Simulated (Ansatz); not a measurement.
# AlN: the cost of one run

Program: Ansatz 0.2.0. Level of theory: DFT PBE, scalar-relativistic, plane waves, PAW. These are calculated values, not measurements.

7 further runs of the same task are left out: 7 set aside as unsound or not needed.

## (1) The system as given

Symmetry: P6_3/mmc, No. 194, hexagonal system. The conventional cell has a = 3.313 Å, b = 3.313 Å, c = 4.188 Å, α = 90.00°, β = 90.00°, γ = 120.00°. Al (site symmetry -6m2) is surrounded by 5 N at 1.91 to 2.09 Å. Around N (site symmetry -6m2) lie 5 Al at 1.91 to 2.09 Å.

Structure file:

```cif
data_structure
_symmetry_space_group_name_H-M 'P6_3/mmc'
_symmetry_Int_Tables_number 194
_cell_length_a 3.3135
_cell_length_b 3.3135
_cell_length_c 4.1876
_cell_angle_alpha 90.000
_cell_angle_beta 90.000
_cell_angle_gamma 120.000
_cell_volume 39.82
loop_
_atom_site_label
_atom_site_type_symbol
_atom_site_symmetry_multiplicity
_atom_site_Wyckoff_symbol
_atom_site_fract_x
_atom_site_fract_y
_atom_site_fract_z
_atom_site_occupancy
Al1 Al 2 d 0.33333 0.66667 0.75000 1
N1 N 2 c 0.33333 0.66667 0.25000 1
```

It goes back to an entry of the Materials Project, which need not be the stable form.

It is the result of an earlier relaxation at this level (volume 9.95 Å³/atom; gap on the mesh: 3.25 eV).

## (2) What is varied

The energy is mapped over two normal modes frozen in (zone-centre modes of the cell shown, which folds in the wave vector (0, 1/2, 0) of the primitive cell).

The axes are (1) amplitude of mode 4 (174 cm⁻¹), largest displacement: 11 values from −0.184 Å; (2) amplitude of mode 5 (200 cm⁻¹), largest displacement: 11 values from −0.310 Å.

Nothing else is relaxed (the cell and all other modes fixed). Energies count from the relaxed high-symmetry cell. Points are written as (first, second).

The modes come from a phonon run on the reference cell, made beforehand.

The patterns, per unit of each coordinate (Å):

```
atom      x1     y1     z1     x2     y2      z2
 Al1   1.000  0.000  0.000  0.000  0.000  -0.519
 Al2  -1.000  0.000  0.000  0.000  0.000  -0.519
 Al3   1.000  0.000  0.000  0.000  0.000  -0.519
 Al4  -1.000  0.000  0.000  0.000  0.000  -0.519
  N5   0.964  0.000  0.000  0.000  0.000   1.000
  N6  -0.964  0.000  0.000  0.000  0.000   1.000
  N7   0.964  0.000  0.000  0.000  0.000   1.000
  N8  -0.964  0.000  0.000  0.000  0.000   1.000
```

## (3) Point (−0.184 Å, −0.124 Å)

Input file input.yaml:

```yaml
crystal:
  lattice:
    - [-3.3134793387, 0.0, 0.0]
    - [0.0, 0.0, -4.18759024]
    - [0.0, -5.7391145645, 0.0]
  atoms:
    - { symbol: Al, position: [0.5555307522, 0.2346278035, 0.1666666667] }
    - { symbol: Al, position: [-0.0555307522, 0.2346278035, 0.6666666667] }
    - { symbol: Al, position: [0.0555307522, 0.7346278035, 0.3333333333] }
    - { symbol: Al, position: [0.4444692478, 0.7346278035, 0.8333333333] }
    - { symbol: "N", position: [0.5535041009, 0.7796113022, 0.1666666667] }
    - { symbol: "N", position: [-0.0535041009, 0.7796113022, 0.6666666667] }
    - { symbol: "N", position: [0.0535041009, 0.2796113022, 0.3333333333] }
    - { symbol: "N", position: [0.4464958991, 0.2796113022, 0.8333333333] }
basis:
  ecutwfc: 520.0
kpoints:
  mp_grid: { grid: [8, 6, 4] }
hamiltonian:
  xc: pbe
  pseudopotentials: { kind: paw, azcp: { folder: soft_1 } }
scf:
  occupations: { method: gaussian, width: 0.05 }
output:
  forces: true
  stress: true
  eigenvalues: true
  write_density: true
  write_potential: true
  elf: true
  volumetric_format: npy
```

Command:

```sh
$ ansatz run input.yaml --threads 2 --pin off --max-ram 4096MiB --backend cpu --events-out ev --progress --plain --runs-dir out
```

Q: Estimate wall time and peak memory on 2 threads of Arm Neoverse N1, shared host.

About 17 s, with a peak of 0.39 GiB.
